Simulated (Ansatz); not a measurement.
# SiO2: the cost of one run

Method: DFT PBEsol, scalar-relativistic, plane waves, PAW, in Ansatz 0.2.0.

## Step 1: The starting structure

It takes space group I-42d (No. 122, tetragonal). The conventional cell has a = 4.748 Å, b = 4.748 Å, c = 7.488 Å, α = 90.00°, β = 90.00°, γ = 90.00°. Around Si (site symmetry -4) lie 4 O at 1.62 Å. Around O (site symmetry 2) lie 2 Si at 1.62 Å.

Structure file:

```
Si O
1.0
    -2.37405    2.37405    3.74400
     2.37405   -2.37405    3.74400
     2.37405    2.37405   -3.74400
Si O
2 4
Direct
  0.00000 0.00000 0.00000
  0.75000 0.25000 0.50000
  0.99838 0.62500 0.87338
  0.37500 0.24838 0.37338
  0.75162 0.12500 0.12662
  0.87500 0.00162 0.62662
```

Source of the structure: the Crystallography Open Database.

## Step 2: A first look at the start

The input, input.yaml:

```yaml
crystal:
  lattice:
    - [-2.37405, 2.37405, 3.744]
    - [2.37405, -2.37405, 3.744]
    - [2.37405, 2.37405, -3.744]
  atoms:
    - { symbol: Si, position: [0.0, 0.0, 0.0] }
    - { symbol: Si, position: [0.75, 0.25, 0.5] }
    - { symbol: O, position: [0.99838, 0.625, 0.87338] }
    - { symbol: O, position: [0.375, 0.24838, 0.37338] }
    - { symbol: O, position: [0.75162, 0.125, 0.12662] }
    - { symbol: O, position: [0.875, 0.00162, 0.62662] }
basis:
  ecutwfc: 420
kpoints:
  mp_grid: { grid: [6, 6, 6] }
hamiltonian:
  xc: pbesol
scf:
  occupations: { method: gaussian, width: 0.1 }
output:
  forces: true
  stress: true
  eigenvalues: true
```

Launch:

```bash
ansatz run input.yaml --threads 4 --pin off --max-ram 5120MiB --backend cpu --events-out ev --progress --plain --runs-dir out
```

What time and memory should one allow on 4 threads of Intel Xeon Platinum 8488C (Sapphire Rapids), shared host?

About 1 s, with a peak of 0.49 GiB.
